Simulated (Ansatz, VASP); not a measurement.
This is a calculation of BAs for Ansatz 0.2.0.

input.yaml

```yaml
crystal:
  lattice:
    - [0.0, 2.3885, 2.3885]
    - [2.3885, 0.0, 2.3885]
    - [2.3885, 2.3885, 0.0]
  atoms:
    - { symbol: As, position: [0.75, 0.75, 0.75] }
    - { symbol: B, position: [0.0, 0.0, 0.0] }
hamiltonian:
  xc: { exchange: pbe, correlation: pbe, exx: { coeff: 0.25, omega: 0.1 } }
  pseudopotentials: { kind: paw }
kpoints:
  mp_grid: { grid: [5, 5, 5] }
scf:
  occupations: { method: fermi_dirac, width: 0.05 }
output:
  forces: true
  stress: true
  eigenvalues: true
```

Potentials or basis: Ansatz PAW.

The run is started by

```console
$ ansatz run input.yaml --threads 2 --pin off --max-ram 5632MiB --backend cpu --events-out ev --progress --plain --runs-dir out
```

Translate it to VASP 6.6.1. Potentials there: VASP PAW PBE potentials, release 64 (As, B).

As run (the cutoff follows the program's own potentials):

File POSCAR:

```
BAs
1.0
    0.0000000000      2.3885000000      2.3885000000
    2.3885000000      0.0000000000      2.3885000000
    2.3885000000      2.3885000000      0.0000000000
As B
1 1
Direct
    0.7500000000      0.7500000000      0.7500000000
    0.0000000000      0.0000000000      0.0000000000
```

INCAR.step1

```
SYSTEM = BAs
PREC = Accurate ; ENCUT = 520
EDIFF = 1E-5 ; ISMEAR = -1
SIGMA = 0.05 ; LREAL = .FALSE.
LASPH = .TRUE. ; NELM = 60
ALGO = Normal ; ISIF = 2
LWAVE = .TRUE. ; LCHARG = .FALSE.
NBANDS = 11 ; GGA = PE
```

Contents of INCAR.step2:

```
SYSTEM = BAs
PREC = Accurate ; ENCUT = 520
EDIFF = 1E-7 ; ISMEAR = -1
SIGMA = 0.05 ; LREAL = .FALSE.
LASPH = .TRUE. ; NELM = 60
ALGO = Normal ; ISIF = 2
LWAVE = .FALSE. ; LCHARG = .FALSE.
GGA = PE ; LHFCALC = .TRUE.
HFSCREEN = 0.1 ; AEXX = 0.25
PRECFOCK = Fast ; NBANDS = 11
ISTART = 1
```

Contents of KPOINTS:

```
regular mesh
0
G
  5 5 5
  0 0 0
```

Potentials or basis: VASP PAW PBE potentials, release 64 (As, B).

The run is started by

```bash
$ cat potpaw_PBE.64/As/POTCAR potpaw_PBE.64/B/POTCAR > POTCAR
$ cp INCAR.step1 INCAR
$ mpirun -np 1 vasp_std > vasp.out
$ cp INCAR.step2 INCAR
$ mpirun -np 1 vasp_std > vasp.out
```

Both were run:

|  | VASP | Ansatz | Ansatz less VASP |
| --- | --- | --- | --- |
| gap on the k mesh at the Fermi level (eV) | 2.17 | 2.14 | -0.028 |
| least direct gap on the mesh (eV) | 4.45 | 4.43 | -0.018 |
| pressure (GPa) | -0.8 | -0.6 | +0.21 |

The two sets of potentials don't hold the same shells in valence.

Caveats: the k mesh is coarse (spacing up to 0.46 Å⁻¹), so the values aren't converged, least of all with exact exchange; the PAW data sets were made with another functional, which shifts forces and pressure a little (VASP); an odd mesh through Γ misses points on the zone boundary, where band edges often lie (VASP); odd divisions of the mesh miss points on the zone boundary, where band edges often lie, so the gap on the mesh can be too wide (Ansatz); the PAW data sets come from PBE, with cores solved anew for the run's functional, which leaves a small shift of forces and pressure (Ansatz); the thresholds are loose for stress (Ansatz).
